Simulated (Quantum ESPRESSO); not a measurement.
In under changes of volume

One of the cells (26.540 Å³/atom); the others are scaled copies at fixed shape and fractional positions:

```
In
1.0
     3.33548    0.00000    0.00000
    -1.66774    2.88861    0.00000
     0.00000    0.00000    5.50914
In
2
Direct
  0.66667 0.33333 0.75000
  0.33333 0.66667 0.25000
```

This isn't the form of In at room conditions, which is tetragonal.

```yaml
Program: Quantum ESPRESSO 7.5
Functional: LDA
Potentials_or_basis: GBRV 1.5 LDA
Cutoff: 762 eV
Density_cutoff: 6095 eV
k_mesh: 9 × 9 × 5
Occupations: fermi-dirac, width 0.05 eV
Spin: no spin polarisation
```

| volume (Å³/atom) | energy over the lowest point (meV/atom) | pressure (GPa) |
| --- | --- | --- |
| 24.948 | 0.00 | -0.7 |
| 25.478 | ? | ? |
| 26.009 | 9.84 | -2.4 |
| 26.540 | 18.47 | -3.1 |
| 27.071 | 29.01 | -3.6 |
| 27.602 | 41.18 | -4.1 |
| 28.133 | 54.86 | -4.6 |

Problem. What does the run at 25.478 Å³/atom give?

Solution. Energy over the lowest point 3.49 meV/atom; pressure -1.7 GPa.

Worked out: A Birch-Murnaghan fit of order 3 (a polynomial in V^(-2/3)) to the other rows has its minimum at 24.61 Å³/atom, just outside them, with B0 = V·E''(V) = 48 GPa and B' = 6.0 at fixed shape and positions, which overstates the stiffness. It gives 3.58 meV/atom at 25.478 Å³/atom, against the run's 3.49, and -dE/dV = -1.5 GPa, against -1.7.

Energies are extrapolated to zero smearing.
